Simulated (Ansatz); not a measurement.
# Si: stress in a strained cell

Si is deformed so: xy engineering shear strain of +3 %. What stress and forces result, by LAPW, PAW and all-electron datasets made for the crystal?

Program: Ansatz 0.2.0. Level of theory: DFT PBE, scalar-relativistic. These are calculated values, not measurements.

**1. The structure to begin with**

The structure is orthorhombic, space group Imma (No. 74). The conventional cell has a = 4.502 Å, b = 4.737 Å, c = 2.550 Å, α = 90.00°, β = 90.00°, γ = 90.00°. Around Si (site symmetry mm2) lie 8 Si at 2.39 to 2.74 Å.

As a file:

```xyz
2
Lattice="-2.2510 2.3685 1.2750 2.2510 -2.3685 1.2750 2.2510 2.3685 -1.2750" Properties=species:S:1:pos:R:3 pbc="T T T"
Si    0.0000    1.1843    1.4204
Si    2.2510    1.1843   -0.1453
```

Atoms are numbered in the order of the input: Si1, Si2.

**2. The deformed structure**

Space group Imma before, C2/c after.

**3. Full-potential LAPW**

input.yaml

```yaml
crystal:
  lattice:
    - [-2.2154725, 2.334735, 1.275]
    - [2.2154725, -2.334735, 1.275]
    - [2.2865275, 2.402265, -1.275]
  atoms:
    - { symbol: Si, position: [0.807, 0.557, 0.25] }
    - { symbol: Si, position: [0.193, 0.443, 0.75] }
kpoints:
  mp_grid: { grid: [16, 16, 16] }
scf:
  occupations: { method: fermi_dirac, width: 0.05 }
hamiltonian:
  xc: pbe
  pseudopotentials: { kind: all_electron, lapw: { basis_error: 0.0005 } }
output:
  forces: true
  stress: true
  eigenvalues: true
```

Run with:

```sh
$ ansatz run input.yaml --threads 1 --pin off --max-ram 2048MiB --backend cpu --events-out ev --progress --plain --runs-dir out
```

What it wrote, shortened:

```text
LAPW: plane waves up to 7.811 Å⁻¹, error target 5.0e-4 eV per atom; small_component_spin mean_spin; Si in spheres of 1.193 Å, 12 of its electrons in bands, Dirac shells []
[...]
Pseudopotentials: kind: all_electron
Pseudopotential: Si, LAPW, valence charge 12, Koelling and Harmon's equation, gaussian nucleus
Functional definition: PBE
[...]
Crystal: 2 atoms, lattice volume = 27.184 Å³
Basis set: ecut = 232.47512828073926 eV, 219 PW (Γ), FFT grids on a1+a2, a2, a3, exchange–correlation at level 2
Bands: 16, of which v1, the nominal top of the filled ones, is band 12 counted from 1 (11 counted from 0)
Symmetry: 4 space group operations
Space group: C2/c (ITA 15), of the structure as read, at distance tolerance 3.0e-5 Å
k-points: 1098 of 4096
[...]
SCF iter   1: F=—  HF=-15783.802725 eV  |F-HF|=—  |Δ(HF+E_count)|=         —  Δρ=2.43e-2  dr2=8.51e-2  ethr=3.54e-4  ⟨swp⟩=2.9  Hψ=125682  notcnv=0
[...]
the basis was enlarged: its passes take 349.2 KiB over the memory plan, 1 of 1 planned eigensolver slots
[...]
SCF iter   6: F=-15783.792528 eV  HF=-15783.792528 eV  |F-HF|=5.58e-10  |Δ(HF+E_count)|=   1.17e-7  Δρ=2.13e-6  dr2=8.99e-10  ethr=3.92e-10  ⟨swp⟩=3.0  Hψ=50100  notcnv=0
[...]
SCF converged after 6 iterations
Free energy (F): -15783.792528 eV
[...]
E sigma→0 (E₀):  -15783.789467 eV
Entropy (-TS):   -0.006123 eV (-3.062 meV/atom)
Fermi energy:    13.094971 eV
[...]
--- Forces (eV/Å), atoms counted from 1 ---
  atom   1  Si     0.00000000     0.00000000     0.00088935
  atom   2  Si     0.00000000    -0.00000000    -0.00088935
[...]
--- Stress (GPa, compression-positive) ---
       14.652385      -2.268402       0.000000
       -2.268402      17.794317       0.000000
        0.000000       0.000000      14.734337
  P = ⅓ Tr σ = 15.7270 GPa (157.270 kbar)
--- Band table (eV; the first three rows and the last of 1098) ---
  k-point 0: bands = ["-121.1816", "-121.1762", "-77.2376", "-77.2310", "-77.2297", "-77.2224", "-77.2033", "-77.1799", "-1.7080", "9.9520", "10.8076", "11.3979", "14.2541", "20.8896", "22.2526", "23.1349"]
[...]
```

Run time: 88 s. Hardware: 1 thread of Arm Neoverse V1, shared host; peak memory 1.1 GiB.

Result: pressure 15.73 GPa; no gap.

**4. PAW with frozen cores**

Changes to input.yaml since step 3:

```diff
@@ -14,3 +14,3 @@
   xc: pbe
-  pseudopotentials: { kind: all_electron, lapw: { basis_error: 0.0005 } }
+  pseudopotentials: { kind: paw }
 output:
@@ -19 +19,2 @@
   eigenvalues: true
+  efg: { contact_densities: true }
```

Run with:

```sh
$ ansatz run input.yaml --threads 1 --pin off --max-ram 2048MiB --backend cpu --events-out ev --progress --plain --runs-dir out
```

What it wrote, shortened:

```text
[...]
Pseudopotentials: kind: paw
Pseudopotential: Si, paw, valence charge 4, recommended cutoff 420 eV (normal)
[... 1 set-up line as earlier in the session ...]
[...]
Crystal: 2 atoms, lattice volume = 27.184 Å³
Basis set: ecut = 420 eV, 527 PW (Γ), exchange–correlation on 48×48×48 points (8 copies of the dense FFT grid, shifted against one another)
Bands: 8, of which v1, the nominal top of the filled ones, is band 4 counted from 1 (3 counted from 0)
[... 2 set-up lines as earlier in the session ...]
k-points: 1098 of 4096
[...]
SCF iter   1: F=—  HF=-1270.875695 eV  |F-HF|=—  |Δ(HF+E_count)|=         —  Δρ=2.14e-3  dr2=8.92e-4  ethr=1.77e-3  ⟨swp⟩=5.2  Hψ=71177  notcnv=0
[...]
Entropy (-TS):   -0.006126 eV (-3.063 meV/atom)
Fermi energy:    11.277926 eV
[...]
--- Forces (eV/Å), atoms counted from 1 ---
  atom   1  Si    -0.00000000     0.00000000     0.00103001
  atom   2  Si     0.00000000    -0.00000000    -0.00103001
[...]
--- Stress (GPa, compression-positive) ---
       14.664570      -2.261547       0.000000
       -2.261547      17.827404       0.000000
        0.000000       0.000000      14.748142
  P = ⅓ Tr σ = 15.7467 GPa (157.467 kbar)
--- PAW observables at the nuclei: V_zz in 10²¹ V/m², potentials from the cell's mean, atoms counted from 1 ---
  atom   1  Si V_zz =    -2.605428   η = 0.2382   by run symmetry: allowed
            electrostatic potential = -1363.565062 V   contact ρ = 12813.747825 e/Å³
  atom   2  Si V_zz =    -2.605428   η = 0.2382   by run symmetry: allowed
            electrostatic potential = -1363.565062 V   contact ρ = 12813.747825 e/Å³
--- Band table (eV; the first three rows and the last of 1098) ---
  k-point 0: bands = ["-3.5241", "8.1359", "8.9921", "9.5821", "12.4322", "19.0672", "20.4375", "21.3171"]
[...]
```

Wall time 16 s (1 thread of Arm Neoverse V1, shared host); peak memory 0.52 GiB.

Read from it: pressure 15.75 GPa; no gap; Vzz Si1 -2.61 (η = 0.24) (10²¹ V/m²).

**5. Datasets made for this crystal**

Changes to input.yaml since step 4:

```diff
@@ -14,3 +14,3 @@
   xc: pbe
-  pseudopotentials: { kind: paw }
+  pseudopotentials: { kind: all_electron, datasets: crystal }
 output:
```

Run with:

```sh
$ ansatz run input.yaml --threads 1 --pin off --max-ram 2048MiB --backend cpu --events-out ev --progress --plain --runs-dir out
```

What it wrote, shortened:

```text
[...]
[... 1 set-up line as earlier in the session ...]
Pseudopotential: Si, paw, valence charge 12, recommended cutoff 200 eV (normal), Koelling and Harmon's equation, gaussian nucleus
[... 1 set-up line as earlier in the session ...]
[...]
Crystal: 2 atoms, lattice volume = 27.184 Å³
Basis set: ecut = 200 eV, 167 PW (Γ), exchange–correlation on 36×36×40 points (8 copies of the dense FFT grid, shifted against one another)
Bands: 8, of which v1, the nominal top of the filled ones, is band 4 counted from 1 (3 counted from 0)
[... 2 set-up lines as earlier in the session ...]
k-points: 1098 of 4096
[...]
SCF iter   1: F=—  HF=-15783.717862 eV  |F-HF|=—  |Δ(HF+E_count)|=         —  Δρ=2.94e-2  dr2=1.28e-1  ethr=1.45e-3  ⟨swp⟩=4.0  Hψ=63034  notcnv=0
[...]
--- Forces (eV/Å), atoms counted from 1 ---
  atom   1  Si    -0.00000000     0.00000000     0.00081331
  atom   2  Si     0.00000000    -0.00000000    -0.00081331
[...]
--- Stress (GPa, compression-positive) ---
       14.650373      -2.268489       0.000000
       -2.268489      17.792562       0.000000
        0.000000       0.000000      14.732119
  P = ⅓ Tr σ = 15.7250 GPa (157.250 kbar)
  It holds what live shells' own plane waves past their cutoff add
--- PAW observables at the nuclei: V_zz in 10²¹ V/m², potentials from the cell's mean, atoms counted from 1 ---
  atom   1  Si V_zz =    -2.599387   η = 0.2375   by run symmetry: allowed
            electrostatic potential = -1363.337079 V   contact ρ = 12822.736349 e/Å³
  atom   2  Si V_zz =    -2.599387   η = 0.2375   by run symmetry: allowed
            electrostatic potential = -1363.337079 V   contact ρ = 12822.736349 e/Å³
--- Band table (eV; the first three rows and the last of 1098) ---
  k-point 0: bands = ["-1.7080", "9.9520", "10.8075", "11.3979", "14.2541", "20.8898", "22.2525"]
[...]
```

Run time: 31 s. Hardware: 1 thread of Arm Neoverse V1, shared host; peak memory 0.62 GiB.

In short: pressure 15.73 GPa; no gap; Vzz Si1 -2.60 (η = 0.24) (10²¹ V/m²).

**6. Side by side**

Stress (GPa, compression positive):

```tsv
method	xx	yy	zz	yz	xz	xy
LAPW	14.65	17.79	14.73	0.00	0.00	-2.27
PAW	14.66	17.83	14.75	0.00	0.00	-2.26
crystal datasets	14.65	17.79	14.73	0.00	0.00	-2.27
```

| method | pressure (GPa) | Vzz Si1 (10²¹ V/m²) | SCF cycles, by the record's count | time |
| --- | --- | --- | --- | --- |
| LAPW | 15.73 | – | 6 | 88 s |
| PAW | 15.75 | -2.61 | 6 | 16 s |
| crystal datasets | 15.73 | -2.60 | 6 | 31 s |

**7. Summary of results**

```
                                 quantity                                              value
                                 pressure  LAPW 15.73, PAW 15.75, crystal datasets 15.73 GPa
largest shear or deviatoric stress (LAPW)                                           2.27 GPa
```

What this shows: The largest part of the stress beyond the pressure is 2.27 GPa in size, in the xy component; the atoms are carried along and not relaxed. No run of the undeformed cell stands beside it, so pressure and stress hold what the given cell had before the change, as far as its symmetry allows. PAW: stress within 0.04 GPa of LAPW. Crystal datasets: stress within 0.01 GPa of LAPW.
